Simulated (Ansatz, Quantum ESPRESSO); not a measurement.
**One calculation of Ag, 4 ways**

```
Ag
1.0
     2.93000    0.00000    0.00000
    -1.46500    2.53745    0.00000
     0.00000    0.00000    4.79000
Ag
2
Direct
  0.66667 0.33333 0.75000
  0.33333 0.66667 0.25000
```

This isn't the form of Ag at room conditions, which is fcc.

Alike in all runs: task band structure; functional PBEsol; k mesh 10 × 10 × 6; occupations fermi-dirac, width 0.05 eV; no spin polarisation; no spin-orbit coupling. Pressure is positive in compression and, in plane waves, holds the error of the finite cutoff, which Ansatz's Pulay term estimates and takes out.

```tsv
program and potentials	plane-wave cutoff (eV)	notes	pressure (GPa)
Quantum ESPRESSO, GBRV 1.5 PBEsol	762	19 valence electrons an atom on average	-6.47
Quantum ESPRESSO, PseudoDojo 0.4.1 SR PBEsol standard	1116	19 valence electrons an atom on average	-6.27
Ansatz, PAW datasets made for the crystal	260	11 valence electrons an atom on average	?
Ansatz, all-electron LAPW, scalar-relativistic	-	-	-6.13
```

**Question.** Estimate from the other rows what the run with Ansatz, PAW datasets made for the crystal gave.

**Answer.** Pressure -6.14 GPa. The other rows, which needn't bracket it: pressure -6.47 to -6.13.
